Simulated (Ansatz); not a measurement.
The system is FeO (Wuestite).

```
Fe O
1.0
     1.51882    0.87689    2.51958
    -1.51882    0.87689    2.51958
     0.00000   -1.75378    2.51958
Fe O
1 1
Direct
  0.00000 0.00000 0.00000
  0.50000 0.50000 0.50000
```

Base run:

```yaml
Program: Ansatz 0.2.0
Functional: PBEsol
Potentials_or_basis: Ansatz PAW
Cutoff: 420 eV
Density_cutoff: 1680 eV
k_mesh: 11 × 11 × 11
Occupations: fermi-dirac, width 0.05 eV
Spin: collinear spin, ferromagnetic start
Starting_moments: "[3.0, 0.0] μB"
```

Its results: band gap on the k mesh none (metal or under the smearing width); pressure -9.4 GPa; net moment 4.00 μB per cell; site moments Fe +3.44; O +0.32 μB.

Task: The run is repeated on the same cell with these changes: functional from PBEsol to LDA. What comes out?

Result: Band gap on the k mesh none (metal or under the smearing width); pressure -16.4 GPa; net moment 4.00 μB per cell; site moments Fe +3.42; O +0.34 μB.

LDA binds more tightly than PBEsol, so the same cell stands under less pressure.

Caveats: a cell with one magnetic atom can't hold antiferromagnetic order, which such compounds often take; semilocal functionals often make such compounds metallic where correlation or magnetic order opens a gap, which also shifts bond lengths; the PAW data sets come from PBE, with cores solved anew for the run's functional, which leaves a small shift of forces and pressure.

Not every run made on this cell is shown here.
